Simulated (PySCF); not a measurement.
Several species in one continuum solvent.

All values: PBE0/pcSseg-1 (PySCF, non-relativistic), each on one gas-phase PBE0-D3(BJ)/def2-SVP geometry that isn't relaxed in the solvent. The solvent is an IEF-PCM continuum (van der Waals radii × 1.2). Specific hydrogen bonds and non-electrostatic terms are outside this model.

Question: Order them by E(solvent) − E(gas) in chloroform (ε = 4.711), most negative first (kJ/mol).
A. sulfuryl fluoride, `O=S(=O)(F)F`
B. bicyclo[1.1.0]butane, `C1[C@H]2C[C@@H]12`
C. cyclobutene, `C1=CCC1`

Answer: A (-7.3), B (-4.8), C (-3.4).

```csv
SMILES,charge,ΔE (kJ/mol),polarisation term (kJ/mol),HOMO shift (eV),dipole gas (D),dipole solvent (D),atoms
O=S(=O)(F)F,0,-7.3,-7.9,+0.10,0.79,0.90,5
C1[C@H]2C[C@@H]12,0,-4.8,-5.1,+0.02,0.79,0.93,10
C1=CCC1,0,-3.4,-3.6,0.00,0.19,0.26,10
```

The polarisation term is half the interaction of the solute with the induced surface charges.
